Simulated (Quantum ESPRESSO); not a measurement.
# PbS (Galena) (Fm-3m) in Quantum ESPRESSO: a series of runs

The runs below take PbS (Galena) through single point, equation of state, with BP86+D3(BJ).

All numbers are computed with Quantum ESPRESSO 7.5; they aren't measurements. Logs are shortened: lines on timing, memory, paths and dates and some standing lists are left out, and cuts for length are marked.

## 1. Starting point

It takes space group Fm-3m (No. 225, cubic). The conventional cell has a = 5.931 Å, b = 5.931 Å, c = 5.931 Å, α = 90.00°, β = 90.00°, γ = 90.00°. Pb (site symmetry m-3m) has 6 S at 2.97 Å as nearest neighbours. S (site symmetry m-3m) has 6 Pb at 2.97 Å as nearest neighbours.

## 2. Single point, BP86+D3(BJ), 24.52 Å³/atom

The input, pw.in:

```
&CONTROL
  calculation = 'scf'
  prefix = 'pwscf'
  outdir = './tmp'
  pseudo_dir = './pseudo'
  tprnfor = .true.
  tstress = .true.
  disk_io = 'nowf'
/
&SYSTEM
  ibrav = 0
  nat = 2
  ntyp = 2
  ecutwfc = 90
  nbnd = 21
  input_dft = 'bp'
  occupations = 'fixed'
  vdw_corr = 'grimme-d3'
  dftd3_version = 4
/
&ELECTRONS
  conv_thr = 4d-10
  electron_maxstep = 120
  mixing_beta = 0.5
/
ATOMIC_SPECIES
Pb   207.2000 Pb.upf
S     32.0600 S.upf
CELL_PARAMETERS angstrom
   0.0000000000    2.9052075019    2.9052075019
   2.9052075019    0.0000000000    2.9052075019
   2.9052075019    2.9052075019    0.0000000000
ATOMIC_POSITIONS crystal
Pb     0.0000000000    0.0000000000    0.0000000000
S      0.5000000000    0.5000000000    0.5000000000
K_POINTS automatic
8 8 8 0 0 0
```

Potentials or basis: PseudoDojo 0.4 SR PBE stringent.

Launch:

```
OMP_NUM_THREADS=1 pw.x -in pw.in > pw.out
```

pw.out:

```text
This program is part of the open-source Quantum ESPRESSO suite
     for quantum simulation of materials; please cite
         "P. Giannozzi et al., J. Phys.:Condens. Matter 21 395502 (2009);
         "P. Giannozzi et al., J. Phys.:Condens. Matter 29 465901 (2017);
         "P. Giannozzi et al., J. Chem. Phys. 152 154105 (2020);
     in publications or presentations arising from this work. More details at

     IMPORTANT: XC functional enforced from input :
     Exchange-correlation= BP
                           (   1   1   1   1   0   0   0)
     Any further DFT definition will be discarded
     Please, verify this is what you really want

     Message from routine setup:
     using ibrav=0 with symmetry is DISCOURAGED, use correct ibrav instead

     G-vector sticks info
     --------------------
     sticks:   dense  smooth     PW     G-vecs:    dense   smooth      PW
     Sum        1507    1507    433                38301    38301    5961

     Using Slab Decomposition

     bravais-lattice index     =            0
     lattice parameter (alat)  =       7.7641  a.u.
     unit-cell volume          =     330.9467 (a.u.)^3
     number of atoms/cell      =            2
     number of atomic types    =            2
     number of electrons       =        28.00
     number of Kohn-Sham states=           21
     kinetic-energy cutoff     =      90.0000  Ry
     charge density cutoff     =     360.0000  Ry
     scf convergence threshold =      4.0E-10
     mixing beta               =       0.5000
     number of iterations used =            8  plain     mixing
     Exchange-correlation= BP
                           (   1   1   1   1   0   0   0)

     celldm(1)=   7.764098  celldm(2)=   0.000000  celldm(3)=   0.000000
     celldm(4)=   0.000000  celldm(5)=   0.000000  celldm(6)=   0.000000

     crystal axes: (cart. coord. in units of alat)
               a(1) = (   0.000000   0.707107   0.707107 )
               a(2) = (   0.707107   0.000000   0.707107 )
               a(3) = (   0.707107   0.707107   0.000000 )

     reciprocal axes: (cart. coord. in units 2 pi/alat)
               b(1) = ( -0.707107  0.707107  0.707107 )
               b(2) = (  0.707107 -0.707107  0.707107 )
               b(3) = (  0.707107  0.707107 -0.707107 )

     PseudoPot. # 1 for Pb read from file:
     Pb.upf
     Pseudo is Norm-conserving + core correction, Zval = 22.0
     Generated using ONCVPSP code by D. R. Hamann
     Using radial grid of 1692 points,  7 beta functions with:
                l(1) =   0
                l(2) =   0
                l(3) =   1
                l(4) =   1
                l(5) =   2
                l(6) =   2
                l(7) =   3

     PseudoPot. # 2 for S  read from file:
     S.upf
     Pseudo is Norm-conserving + core correction, Zval =  6.0
     Generated using ONCVPSP code by D. R. Hamann
     Using radial grid of 1148 points,  6 beta functions with:
                l(1) =   0
                l(2) =   0
                l(3) =   1
                l(4) =   1
                l(5) =   2
                l(6) =   2

     atomic species   valence    mass     pseudopotential
     Pb               22.00   207.20000     Pb( 1.00)
     S                 6.00    32.06000     S ( 1.00)

     48 Sym. Ops., with inversion, found

   Cartesian axes

     site n.     atom                  positions (alat units)
         1        Pb     tau(   1) = (   0.0000000   0.0000000   0.0000000  )
         2        S      tau(   2) = (   0.7071068   0.7071068   0.7071068  )

     --------------------------------------------
     DFT-D3 Dispersion Correction (3-body terms):
     --------------------------------------------
       Reference C6 values for interpolation:

         atom   Coordination number   C6
         S          0.000           268.01
         S          0.995           261.99
         S          1.990           251.62
         Pb         0.000          1477.63
         Pb         0.938          1266.00
         Pb         1.936          1088.91
         Pb         2.908          1048.37
         Pb         3.910           910.57

       Values used:

         atom   Coordination number  R0_AB[au]  C6      C8
         Pb         5.387            4.041    910.57 144158.12
         S          4.512            3.128    251.62  12327.25

         Molecular C6 ( Ry / a.u.^6 ) =      2116.68

     number of k points=    29
                       cart. coord. in units 2pi/alat
        k(    1) = (   0.0000000   0.0000000   0.0000000), wk =   0.0039062
        k(    2) = (   0.0883883   0.0883883  -0.0883883), wk =   0.0312500
        k(    3) = (   0.1767767   0.1767767  -0.1767767), wk =   0.0312500
        k(    4) = (   0.2651650   0.2651650  -0.2651650), wk =   0.0312500
        k(    5) = (  -0.3535534  -0.3535534   0.3535534), wk =   0.0156250
        k(    6) = (   0.1767767   0.0000000   0.0000000), wk =   0.0234375
[... 21 lines left out ...]
        k(   28) = (  -0.7071068   0.1767767  -0.0000000), wk =   0.0468750
        k(   29) = (  -0.7071068   0.3535534   0.0000000), wk =   0.0234375

     Dense  grid:    38301 G-vectors     FFT dimensions: (  48,  48,  48)

     Initial potential from superposition of free atoms

     starting charge      27.9978, renormalised to      28.0000
     Starting wfcs are   17 randomized atomic wfcs +    4 random wfcs

     Self-consistent Calculation

     iteration #  1     ecut=    90.00 Ry     beta= 0.50
     Davidson diagonalization with overlap
     ethr =  1.00E-02,  avg # of iterations =  5.5

     Threshold (ethr) on eigenvalues was too large:
     Diagonalizing with lowered threshold

     Davidson diagonalization with overlap
     ethr =  4.07E-04,  avg # of iterations =  2.0

     total energy              =    -442.14899677 Ry
     estimated scf accuracy    <       0.11364529 Ry
[... 50 lines left out ...]
     iteration #  9     ecut=    90.00 Ry     beta= 0.50
     Davidson diagonalization with overlap
     ethr =  2.48E-11,  avg # of iterations =  2.0

     End of self-consistent calculation

          k = 0.0000 0.0000 0.0000 (  4693 PWs)   bands (ev):

  -128.9099 -70.5814 -70.5814 -70.5814  -6.0355  -6.0355  -6.0355  -6.0238
    -6.0238  -3.2521   4.9454   8.4453   8.4453   8.4453  16.2582  16.2582
    16.2582  17.5101  17.5101  17.5101  19.9905
[... 111 lines left out ...]
  -128.9099 -70.5815 -70.5815 -70.5815  -6.1818  -6.0407  -6.0160  -5.9808
    -5.9688  -1.3130   2.6122   5.6479   7.6216   8.1921  14.2424  15.0918
    16.0881  17.1542  21.0393  22.0051  23.6511

          k =-0.7071 0.0000 0.0000 (  4800 PWs)   bands (ev):

  -128.9099 -70.5816 -70.5815 -70.5815  -6.2364  -6.0685  -5.9914  -5.9585
    -5.9585  -1.2945   3.5460   5.1993   7.0762   7.0762  14.5812  16.7117
    16.8045  16.8045  22.0275  22.9810  22.9811

          k = 0.3536 0.1768 0.0000 (  4773 PWs)   bands (ev):
[... 31 lines left out ...]
  -128.9099 -70.5815 -70.5815 -70.5815  -6.1450  -6.0346  -6.0146  -6.0073
    -5.9713  -1.4487   2.3676   6.2373   7.1698   9.7553  12.7225  14.8972
    15.4709  19.1118  19.1683  21.9021  22.7466

          k =-0.7071 0.1768-0.0000 (  4776 PWs)   bands (ev):

  -128.9099 -70.5816 -70.5815 -70.5815  -6.2090  -6.0533  -6.0050  -5.9756
    -5.9585  -1.2754   3.0401   5.4252   6.7336   8.2468  14.8886  14.9879
    16.3680  17.4631  21.4173  22.6746  22.9711

          k =-0.7071 0.3536 0.0000 (  4732 PWs)   bands (ev):

  -128.9099 -70.5815 -70.5815 -70.5815  -6.1766  -6.0235  -6.0154  -6.0154
    -5.9585  -1.2548   2.6604   6.0247   6.0247   9.7746  13.0384  15.6054
    15.6054  19.1962  19.1962  22.9612  23.0361

     highest occupied, lowest unoccupied level (ev):    10.9908   11.1353

!    total energy              =    -442.18240272 Ry
     estimated scf accuracy    <          3.3E-11 Ry

     The total energy is the sum of the following terms:
     one-electron contribution =    -250.36163637 Ry
     hartree contribution      =     126.37542950 Ry
     xc contribution           =     -74.73827713 Ry
     ewald contribution        =    -243.33288920 Ry
     DFT-D3 Dispersion         =      -0.12502951 Ry

     convergence has been achieved in   9 iterations

     Forces acting on atoms (cartesian axes, Ry/au):

     atom    1 type  1   force =     0.00000000    0.00000000    0.00000000
     atom    2 type  2   force =     0.00000000    0.00000000    0.00000000

     Total force =     0.000000     Total SCF correction =     0.000000

     Computing stress (Cartesian axis) and pressure

          total   stress  (Ry/bohr**3)                   (kbar)     P=       15.89
   0.00010802   0.00000000   0.00000000           15.89        0.00        0.00
   0.00000000   0.00010802   0.00000000            0.00       15.89        0.00
   0.00000000   0.00000000   0.00010802            0.00        0.00       15.89

=------------------------------------------------------------------------------=
   JOB DONE.
=------------------------------------------------------------------------------=
```

It took 33 s on 1 thread of AMD EPYC 7B13 (Zen 3), shared host; peak memory 0.14 GiB.

Results:

```
Free energy            : -6016.1981 eV
Pressure               : 1.6 GPa
Band gap on the k mesh : 0.14 eV, direct
```

Caveat: the potentials were made for another functional, which shifts forces and pressure; spin-orbit coupling is left out, which as a rule narrows the gap of such compounds by several tenths of an eV.

## 3. Single point, BP86+D3(BJ), 25.04 Å³/atom

Edit pw.in of step 2 so:

```diff
@@ -29,5 +29,5 @@
 CELL_PARAMETERS angstrom
-   0.0000000000    2.9052075019    2.9052075019
-   2.9052075019    0.0000000000    2.9052075019
-   2.9052075019    2.9052075019    0.0000000000
+   0.0000000000    2.9256673838    2.9256673838
+   2.9256673838    0.0000000000    2.9256673838
+   2.9256673838    2.9256673838    0.0000000000
 ATOMIC_POSITIONS crystal
```

Potentials or basis: PseudoDojo 0.4 SR PBE stringent.

Launch:

```
OMP_NUM_THREADS=1 pw.x -in pw.in > pw.out
```

Run time: 34 s. Hardware: 1 thread of AMD EPYC 7B13 (Zen 3), shared host; peak memory 0.13 GiB.

Results (log left out):

* Free energy: -6016.2039 eV
* Pressure: 0.2 GPa
* Band gap on the k mesh: 0.23 eV, direct

Caveat: the potentials were made for another functional, which shifts forces and pressure; spin-orbit coupling is left out, which as a rule narrows the gap of such compounds by several tenths of an eV.

## 4. Single point, BP86+D3(BJ), 25.56 Å³/atom

Edit pw.in of step 3 so:

```diff
@@ -29,5 +29,5 @@
 CELL_PARAMETERS angstrom
-   0.0000000000    2.9256673838    2.9256673838
-   2.9256673838    0.0000000000    2.9256673838
-   2.9256673838    2.9256673838    0.0000000000
+   0.0000000000    2.9458450378    2.9458450378
+   2.9458450378    0.0000000000    2.9458450378
+   2.9458450378    2.9458450378    0.0000000000
 ATOMIC_POSITIONS crystal
```

Launch:

```
OMP_NUM_THREADS=1 pw.x -in pw.in > pw.out
```

Wall time 36 s (1 thread of AMD EPYC 7B13 (Zen 3), shared host); peak memory 0.14 GiB.

Results (log left out):

```yaml
Free_energy: -6016.2010 eV
Pressure: -1.1 GPa
Band_gap_on_the_k_mesh: 0.31 eV, direct
```

Caveat: the potentials were made for another functional, which shifts forces and pressure; spin-orbit coupling is left out, which as a rule narrows the gap of such compounds by several tenths of an eV.

## 5. Single point, BP86+D3(BJ), 26.09 Å³/atom

Edit pw.in of step 4 so:

```diff
@@ -29,5 +29,5 @@
 CELL_PARAMETERS angstrom
-   0.0000000000    2.9458450378    2.9458450378
-   2.9458450378    0.0000000000    2.9458450378
-   2.9458450378    2.9458450378    0.0000000000
+   0.0000000000    2.9657500000    2.9657500000
+   2.9657500000    0.0000000000    2.9657500000
+   2.9657500000    2.9657500000    0.0000000000
 ATOMIC_POSITIONS crystal
```

Launch:

```
OMP_NUM_THREADS=1 pw.x -in pw.in > pw.out
```

Wall time 34 s (1 thread of AMD EPYC 7B13 (Zen 3), shared host); peak memory 0.15 GiB.

It converged, with:

```
Free energy            : -6016.1901 eV
Pressure               : -2.2 GPa
Band gap on the k mesh : 0.38 eV, direct
```

Caveat: the potentials were made for another functional, which shifts forces and pressure; spin-orbit coupling is left out, which as a rule narrows the gap of such compounds by several tenths of an eV.

## 6. Single point, BP86+D3(BJ), 26.61 Å³/atom

Edit pw.in of step 5 so:

```diff
@@ -29,5 +29,5 @@
 CELL_PARAMETERS angstrom
-   0.0000000000    2.9657500000    2.9657500000
-   2.9657500000    0.0000000000    2.9657500000
-   2.9657500000    2.9657500000    0.0000000000
+   0.0000000000    2.9853913009    2.9853913009
+   2.9853913009    0.0000000000    2.9853913009
+   2.9853913009    2.9853913009    0.0000000000
 ATOMIC_POSITIONS crystal
```

Potentials or basis: PseudoDojo 0.4 SR PBE stringent.

Launch:

```
OMP_NUM_THREADS=1 pw.x -in pw.in > pw.out
```

Wall time 34 s (1 thread of AMD EPYC 7B13 (Zen 3), shared host); peak memory 0.15 GiB.

It converged, with:

* Free energy: -6016.1723 eV
* Pressure: -3.3 GPa
* Band gap on the k mesh: 0.45 eV, direct

Caveat: the potentials were made for another functional, which shifts forces and pressure; spin-orbit coupling is left out, which as a rule narrows the gap of such compounds by several tenths of an eV.

## 7. Single point, BP86+D3(BJ), 27.13 Å³/atom

Edit pw.in of step 6 so:

```diff
@@ -29,5 +29,5 @@
 CELL_PARAMETERS angstrom
-   0.0000000000    2.9853913009    2.9853913009
-   2.9853913009    0.0000000000    2.9853913009
-   2.9853913009    2.9853913009    0.0000000000
+   0.0000000000    3.0047775019    3.0047775019
+   3.0047775019    0.0000000000    3.0047775019
+   3.0047775019    3.0047775019    0.0000000000
 ATOMIC_POSITIONS crystal
```

Launch:

```
OMP_NUM_THREADS=1 pw.x -in pw.in > pw.out
```

Run time: 33 s. Hardware: 1 thread of AMD EPYC 7B13 (Zen 3), shared host; peak memory 0.15 GiB.

Results (log left out):

```
Free energy            : -6016.1482 eV
Pressure               : -4.2 GPa
Band gap on the k mesh : 0.52 eV, direct
```

Caveat: the potentials were made for another functional, which shifts forces and pressure; spin-orbit coupling is left out, which as a rule narrows the gap of such compounds by several tenths of an eV.

## 8. Single point, BP86+D3(BJ), 27.65 Å³/atom

Edit pw.in of step 7 so:

```diff
@@ -29,5 +29,5 @@
 CELL_PARAMETERS angstrom
-   0.0000000000    3.0047775019    3.0047775019
-   3.0047775019    0.0000000000    3.0047775019
-   3.0047775019    3.0047775019    0.0000000000
+   0.0000000000    3.0239167281    3.0239167281
+   3.0239167281    0.0000000000    3.0239167281
+   3.0239167281    3.0239167281    0.0000000000
 ATOMIC_POSITIONS crystal
```

Launch:

```
OMP_NUM_THREADS=1 pw.x -in pw.in > pw.out
```

It took 34 s on 1 thread of AMD EPYC 7B13 (Zen 3), shared host; peak memory 0.15 GiB.

Results (log left out):

| Property | Result |
| --- | --- |
| Free energy | -6016.1187 eV |
| Pressure | -4.9 GPa |
| Band gap on the k mesh | 0.57 eV, direct |

Caveat: the potentials were made for another functional, which shifts forces and pressure; spin-orbit coupling is left out, which as a rule narrows the gap of such compounds by several tenths of an eV.

## 9. Equation of state, BP86+D3(BJ)

Potentials or basis: PseudoDojo 0.4 SR PBE stringent.

This step only gathers the single runs of the series.

Results:

```
Equilibrium volume                      : 25.12 Å³/atom
Bulk modulus                            : 65 GPa
Pressure derivative of the bulk modulus : 4.8
```

Energy against volume, from the lowest point:
```
volume (Å³/atom)  energy (meV/atom)
          24.521               2.93
          25.042               0.00
          25.564               1.48
          26.086               6.93
          26.607              15.84
          27.129              27.87
          27.651              42.61
```

Caveat: the potentials were made for another functional, which shifts forces and pressure. The run has no spin-orbit coupling, so splittings on Pb are missing.
